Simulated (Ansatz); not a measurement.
The system is CoO.

```
O Co
1.0
     1.50547    0.86918    2.43993
    -1.50547    0.86918    2.43993
     0.00000   -1.73837    2.43993
O Co
1 1
Direct
  0.50000 0.50000 0.50000
  0.00000 0.00000 0.00000
```

The cell is a database's computed one.

The cell isn't the ideal one: another cell of the same crystal, with 2 atoms.

Base run:

* Program: Ansatz 0.2.0
* Functional: LDA
* Potentials or basis: Ansatz PAW
* Cutoff: 420 eV
* Density cutoff: 1680 eV
* k mesh: 11 × 11 × 11
* Occupations: gaussian, width 0.05 eV
* Spin: collinear spin, ferromagnetic start
* Starting moments: [0.0, 2.0] μB

Its results: band gap on the k mesh none (metal or under the smearing width); pressure -18.1 GPa; net moment 2.85 μB per cell; site moments O +0.33; Co +2.40 μB.

Question: The run is repeated on the same cell with these changes: functional from LDA to PBE; occupations from gaussian, width 0.05 eV to gaussian, width 0.1 eV. What comes out?

Answer: Band gap on the k mesh none (metal or under the smearing width); pressure -0.1 GPa; net moment 2.91 μB per cell; site moments O +0.32; Co +2.48 μB.

Caveats: a cell with one magnetic atom can't hold antiferromagnetic order, which such compounds often take; semilocal functionals often make such compounds metallic where correlation or magnetic order opens a gap, which also shifts bond lengths; so large a pressure means that the cell lies far from this level's equilibrium, or that cutoff or potentials fall short (some runs); the PAW data sets come from PBE, with cores solved anew for the run's functional, which leaves a small shift of forces and pressure (some runs).

Not every run made on this cell is shown here.
